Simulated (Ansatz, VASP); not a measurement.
## Two plane-wave programs on Sb

```xyz
4
Lattice="-3.1092 3.1092 3.1092 3.1092 -3.1092 3.1092 3.1092 3.1092 -3.1092" Properties=species:S:1:pos:R:3 pbc="T T T"
Sb   -1.5543    1.5543    1.5543
Sb    1.5543   -1.5543    1.5543
Sb    1.5543    1.5543   -1.5543
Sb    1.5549    1.5549    1.5549
```

The cell was built by a generator and needn't be a form met in nature.

Alike in both runs: task single point; functional PBE; k mesh 10 × 10 × 10; occupations gaussian, width 0.1 eV; no spin polarisation.

```csv
,VASP,Ansatz
version,VASP 6.6.1,Ansatz 0.2.0
potentials or method,"VASP PAW PBE potentials, release 64 (Sb)","scalar-relativistic, plane waves, PAW"
plane-wave cutoff (eV),520,420
valence electrons in the cell,20,60
```

```csv
,VASP,Ansatz,Ansatz less VASP
gap on the k mesh at the Fermi level (eV),none,none,-
pressure (GPa),0.0,0.0,+0.03
```

A gap of «none» marks a metal or a gap that the smearing closes. The two sets of potentials don't hold the same shells in valence.

Spin-orbit coupling is left out, which matters for the levels of Sb.
